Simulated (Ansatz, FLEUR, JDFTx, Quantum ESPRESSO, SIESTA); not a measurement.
## KCl: 6 runs at one level of theory

```
K Cl
1.0
     0.00000    3.14647    3.14647
     3.14647    0.00000    3.14647
     3.14647    3.14647    0.00000
K Cl
1 1
Direct
  0.00000 0.00000 0.00000
  0.50000 0.50000 0.50000
```

Alike in all runs: task equation of state; functional PBEsol; k mesh 7 × 7 × 7; occupations fermi-dirac, width 0.05 eV; no spin polarisation; no spin-orbit coupling.

```tsv
program and potentials	plane-wave cutoff (eV)	notes	equilibrium volume (Å³/atom)	bulk modulus (GPa)
JDFTx, PseudoDojo-SR-PBEsol-0.4.1-standard with smoothed tails	1007	-	30.41	18.5
SIESTA, files PseudoDojo sr-pbesol-0.4.1-standard, DZP (energy shift 0.003 Ry; two zetas on semicore shells; d shell added on K)	-	atomic basis	30.31	18.8
Quantum ESPRESSO, PseudoDojo 0.4.1 SR PBEsol standard	1007	-	30.41	18.5
Ansatz, all-electron LAPW, scalar-relativistic	-	-	30.42	18.4
FLEUR, all-electron, FLAPW	-	-	30.43	18.5
JDFTx, PseudoDojo-SR-PBEsol-0.4.1-standard	1007	-	?	?
```

**Question.** Estimate from the other rows what the run with JDFTx, PseudoDojo-SR-PBEsol-0.4.1-standard gave.

**Answer.** Equilibrium volume 30.40 Å³/atom; bulk modulus 18.5 GPa. The other rows, which needn't bracket it: equilibrium volume 30.31 to 30.43; bulk modulus 18.4 to 18.8.
